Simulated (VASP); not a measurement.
Set up this calculation in VASP 6.6.1, as an ASE script.

| Property | Result |
| --- | --- |
| Task | single point |
| Functional | PBE |
| Potentials or basis | VASP PAW PBE potentials, release 64 (Ta_pv, N) |
| Cutoff | 520 eV |
| k mesh | 10 × 10 × 9 |
| Occupations | gaussian, width 0.02 eV |
| Spin | no spin polarisation |
| Further INCAR settings | ALGO = Normal; EDIFF = 1.00e-07 |

Crystal: TaN.

```
Ta N
1.0
     2.93800    0.00000    0.00000
    -1.46900    2.54438    0.00000
     0.00000    0.00000    2.88300
Ta N
1 1
Direct
  0.00000 0.00000 0.50000
  0.66667 0.33333 0.00000
```

The input as run:

run.py

```python
from ase.calculators.vasp import Vasp
from ase.dft.bandgap import bandgap
from ase.spacegroup import crystal

atoms = crystal(
    ['Ta', 'N'],
    basis=[[0.0, 0.0, 0.5], [0.6666666667, 0.3333333333, 0.0]],
    spacegroup=187,
    setting=1,
    cellpar=[2.938, 2.938, 2.883, 90.0, 90.0, 120.0],
    primitive_cell=True,
)
calc = Vasp(
    directory='calc',
    xc='pbe',
    pp='PBE',
    setups='materialsproject',
    prec='Accurate',
    encut=520,
    ediff=1e-07,
    ismear=0,
    sigma=0.02,
    lreal=False,
    lasph=True,
    nelm=100,
    algo='Normal',
    isif=2,
    lwave=False,
    lcharg=True,
    lelf=True,
    lvhar=True,
    kpts=[10, 10, 9],
    gamma=True,
)
atoms.calc = calc

print('energy (eV):', atoms.get_potential_energy())
print('free energy (eV):', atoms.get_potential_energy(force_consistent=True))
print('forces (eV/A):')
print(atoms.get_forces())
print('stress (eV/A^3, Voigt):', atoms.get_stress())
print('Fermi level (eV):', calc.get_fermi_level())
gap, top, bottom = bandgap(calc)
print('band gap (eV):', gap, 'from (spin, k, band)', top, 'to', bottom)
```

Potentials or basis: VASP PAW PBE potentials, release 64 (Ta_pv, N).

Run with:

```bash
$ python run.py
```

It gave:

```
Pressure               : 5.4 GPa
Band gap on the k mesh : none (metal or under the smearing width)
```

Run time: 17 s on 1 thread of Intel(R) Xeon(R) Platinum 8375C CPU @ 2.90GHz (Ice Lake), with other jobs on the host, peak memory 0.15 GiB.
